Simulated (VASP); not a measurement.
Wanted: the native input for a VASP 6.6.1 run.

```
Task                   : single point
Functional             : PBEsol
Potentials or basis    : VASP PAW PBE potentials, release 64 (Mg, O)
Cutoff                 : 520 eV
k mesh                 : 12 × 12 × 12
Occupations            : gaussian, width 0.05 eV
Spin                   : no spin polarisation
Dipole correction      : no
Further INCAR settings : ALGO = Fast; EDIFF = 1e-07; NBANDS = 14
```

The structure of MgO2 lies in POSCAR:

```
MgO2
1.0
    1.6499891555      0.9526216831      3.3050560301
   -1.6499891555      0.9526216831      3.3050560301
    0.0000000000     -1.9052433662      3.3050560301
Mg O
1 2
Direct
    0.0000000000      0.0000000000      0.0000000000
    0.4287860000      0.4287860000      0.4287860000
    0.5712140000      0.5712140000      0.5712140000
```

The cell comes from a database or a generator and needn't be the stable form of this composition.

The input as run:

INCAR

```
SYSTEM = MgO2
PREC     = Accurate       ! precision mode
ENCUT    = 520            ! plane-wave cutoff, eV
EDIFF    = 1E-7           ! SCF threshold, eV
ISMEAR   = 0              ! smearing method
SIGMA    = 0.05           ! smearing width, eV
LREAL    = .False.        ! projectors in reciprocal space
LASPH    = .True.         ! aspherical terms in the spheres
NELM     = 100            ! most SCF steps
ALGO     = Fast           ! electronic algorithm
ISIF     = 2              ! what is computed and relaxed
LWAVE    = .False.        ! write WAVECAR
LCHARG   = .False.        ! write CHGCAR
GGA      = PS             ! functional
NBANDS   = 14             ! bands
```

KPOINTS

```
Automatic mesh
0
Gamma
  12 12 12
  0 0 0
```

Potentials or basis: VASP PAW PBE potentials, release 64 (Mg, O).

Run with:

```console
$ cat potpaw_PBE.64/Mg/POTCAR potpaw_PBE.64/O/POTCAR > POTCAR
$ mpirun -np 1 vasp_std > vasp.out
```

Results of the run:

```yaml
Pressure: 0.7 GPa
Largest_force: 2.233 eV/Å
Band_gap_on_the_k_mesh: 2.89 eV, indirect (least direct gap 3.10 eV)
```

Caveat: the PAW data sets were made with another functional, which shifts forces and pressure a little.

Wall time 87 s on 1 thread of Intel(R) Xeon(R) Platinum 8488C (Sapphire Rapids), with other jobs on the host, peak memory 0.2 GiB.
